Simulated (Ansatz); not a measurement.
**ZnS (P6_3mc), comparing deformations**

Computed with DFT PBE, scalar-relativistic, plane waves, PAW in Ansatz 0.2.0. The runs took a 420 eV cutoff, a Γ-centred 12×12×2 mesh and Gaussian smearing (0.05 eV). No spin polarisation. Energies are free energies at this smearing, counted from the undisturbed cell; pressure is positive in compression.

Reference structure (relaxed at this level):

```
Zn S
1.0
     3.84672    0.00000    0.00000
    -1.92336    3.33136    0.00000
     0.00000    0.00000   12.59023
Zn S
4 4
Direct
  0.00000 0.00000 0.00005
  0.00000 0.00000 0.50005
  0.33333 0.66667 0.25002
  0.66667 0.33333 0.75002
  0.00000 0.00000 0.18729
  0.00000 0.00000 0.68729
  0.33333 0.66667 0.43764
  0.66667 0.33333 0.93764
```

The cell is strained by ε times a Voigt pattern (xx, yy, zz, yz, xz, xy; engineering shear) with fractional coordinates fixed. τ = (1/V0) dE/dε comes from the stress tensor. Of each scan, only the three points used here are listed.

| pattern | ε | τ (GPa) |
| --- | --- | --- |
| (1, 0, 0, 0, 0, 0) | -0.0100 | -1.49 |
| (1, 0, 0, 0, 0, 0) | 0.0000 | -0.02 |
| (1, 0, 0, 0, 0, 0) | 0.0100 | 1.33 |
| (0, 0, 1, 0, 0, 0) | -0.0150 | -2.53 |
| (0, 0, 1, 0, 0, 0) | 0.0000 | 0.00 |
| (0, 0, 1, 0, 0, 0) | 0.0150 | 2.17 |

Task: Which constants do the scans give, and which deformation costs least for the same size of strain tensor?

Result: The slope dτ/dε at zero (parabola through three points) is pᵀCp: (1, 0, 0, 0, 0, 0) gives C11 = 141 GPa; (0, 0, 1, 0, 0, 0) gives C33 = 156 GPa. The size of the strain tensor, ε:ε, is ε² times 1.0, 1.0. Per unit of it the stiffnesses are 141, 156 GPa, so (1, 0, 0, 0, 0, 0) is the softest of these: at ε:ε = (1 %)² the quadratic term costs 0.89 meV/atom against 0.98 for the stiffest. These are clamped-ion values.

Forces appear on the atoms along this scan, and letting them relax would lower the energy and soften the response.